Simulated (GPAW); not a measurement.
Consider KF (Pm-3m).

```
K F
1.0
     3.25895    0.00000    0.00000
     0.00000    3.25895    0.00000
     0.00000    0.00000    3.25895
K F
1 1
Direct
  0.00000 0.00000 0.00000
  0.50000 0.50000 0.50000
```

Absorber: atom 1, with 8 F at 2.82 Å (cubic, site symmetry m-3m). Method: GPAW, LDA, full core hole (charged cell), 16-atom cell with 6.5 Å between holes, 4×4×4 k points, dipole transitions, Gaussian full width 0.9 eV up to 4 eV, rising linearly to 3.5 eV at 25 eV.

Question: Where do the maxima of the K K edge fall?

Main maxima up to 28 eV above the zero (height): 3.7 eV (3.20), 6.6 eV (1.53), 9.2 eV (0.89), 13.5 eV (1.23) and 27.0 eV (1.10). A K edge sees empty p states on the absorber. The total-energy difference plus the lowest empty eigenvalue puts the zero at 3613.00 eV. One term is added: -19.73 eV, since the hole is spin-paired here and a spin-polarised one costs that much less in the free atom (computed apart). The photon energy is then 3593.27 eV. The tabulated edge of the element is 3608.4 eV. The functional and the charged cell's background leave an error in such absolute values: in the free atom LDA prices this hole 11.1 eV below PBE (computed apart), and PBE is itself good to a few eV.

The K K spectrum (energy from the lowest empty level; intensity scaled to a mean of 1 over the first 20 eV):

| E (eV) | intensity |
| --- | --- |
| -2.0 | 0.00 |
| -1.4 | 0.00 |
| -0.8 | 0.00 |
| -0.2 | 0.01 |
| 0.4 | 0.06 |
| 1.0 | 0.08 |
| 1.6 | 0.13 |
| 2.2 | 0.63 |
| 2.8 | 1.45 |
| 3.4 | 2.89 |
| 4.0 | 2.76 |
| 4.6 | 1.57 |
| 5.2 | 0.95 |
| 5.8 | 1.13 |
| 6.4 | 1.51 |
| 7.0 | 1.35 |
| 7.6 | 0.83 |
| 8.2 | 0.66 |
| 8.8 | 0.81 |
| 9.4 | 0.88 |
| 10.0 | 0.78 |
| 10.6 | 0.86 |
| 11.2 | 1.07 |
| 11.8 | 1.19 |
| 12.4 | 1.20 |
| 13.0 | 1.22 |
| 13.6 | 1.23 |
| 14.2 | 1.18 |
| 14.8 | 1.07 |
| 15.4 | 0.92 |
| 16.0 | 0.79 |
| 16.6 | 0.72 |
| 17.2 | 0.70 |
| 17.8 | 0.67 |
| 18.4 | 0.62 |
| 19.0 | 0.60 |
| 19.6 | 0.61 |
| 20.2 | 0.62 |
| 20.8 | 0.61 |
| 21.4 | 0.58 |
| 22.0 | 0.56 |
| 22.6 | 0.56 |
| 23.2 | 0.60 |
| 23.8 | 0.69 |
| 24.4 | 0.79 |
| 25.0 | 0.91 |
| 25.6 | 1.00 |
| 26.2 | 1.07 |
| 26.8 | 1.10 |
| 27.4 | 1.10 |
| 28.0 | 1.07 |
| 28.6 | 1.03 |

The mesh is coarse (0.24 Å⁻¹ between points), so small maxima may be mesh ripples. The structure is a computed Materials Project entry and may be a hypothetical form.

[Banner, clock and machine lines of the logs are left out without a mark of their own.]

[Logs are printed without paths, hosts, clocks, repeated set-up lines and the standing remarks that a program may print on its own settings, such as how far it seeks lower states.]

[Hosts, paths, dates, database ids (printed as entryN), source tags and the programs' standing remarks are cut or masked in the printed files.]

[Lists of maxima count a maximum above −3 eV only where it reaches 4 % of the highest in the window and stands out from its surroundings by 2 % of it (1.5 % where it reaches 55 %); shoulders and weaker maxima are passed over, and of the rest the first, up to two pre-edge ones and the few strongest are named.]
